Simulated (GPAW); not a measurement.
Crystal: Ta.

```
Ta
1.0
     2.90037    0.00000    0.00000
    -1.45019    2.51180    0.00000
     0.00000    0.00000    5.16627
Ta
2
Cartesian
  0.0000 1.6745 1.2916
  1.4502 0.8373 3.8747
```

This isn't the form of Ta at room conditions, which is bcc.

Base run:

| Quantity | Value |
| --- | --- |
| Program | GPAW 26.7.0 |
| Functional | AM05 |
| Potentials or basis | PAW data sets generated in the run's folder for this functional |
| Cutoff | 600 eV |
| Basis | pw |
| k mesh | 11 × 11 × 5 |
| Occupations | fermi-dirac, width 0.05 eV |
| Spin | no spin polarisation |

Its results: band gap on the k mesh none (metal or under the smearing width); pressure -7.7 GPa.

The run is repeated on the same cell with these changes: functional from AM05 to PBEsol. What comes out?

Band gap on the k mesh none (metal or under the smearing width); pressure -7.1 GPa.
